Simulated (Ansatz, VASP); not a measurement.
**TePb: VASP beside Ansatz**

```
Te Pb
1.0
     0.00000    3.28986    3.28986
     3.28986    0.00000    3.28986
     3.28986    3.28986    0.00000
Te Pb
1 1
Direct
  0.50000 0.50000 0.50000
  0.00000 0.00000 0.00000
```

Alike in both runs: task single point; functional PBEsol; k mesh 8 × 8 × 8; occupations gaussian, width 0.02 eV; no spin polarisation.

|  | VASP | Ansatz |
| --- | --- | --- |
| version | VASP 6.6.1 | Ansatz 0.2.0 |
| potentials or method | VASP PAW PBE potentials, release 64 (Te, Pb_d) | scalar-relativistic, plane waves, PAW |
| plane-wave cutoff (eV) | 520 | 420 |
| valence electrons in the cell | 20 | 30 |

```csv
,VASP,Ansatz,Ansatz less VASP
gap on the k mesh at the Fermi level (eV),0.77,0.77,-0.003
least direct gap on the mesh (eV),0.77,0.77,-0.003
pressure (GPa),-2.5,-2.5,+0.04
```

The two sets of potentials don't hold the same shells in valence.

Caveats: the PAW data sets were made with another functional, which shifts forces and pressure a little (VASP); spin-orbit coupling is left out, which as a rule narrows the gap of such compounds by several tenths of an eV. A k mesh can miss the band edges.
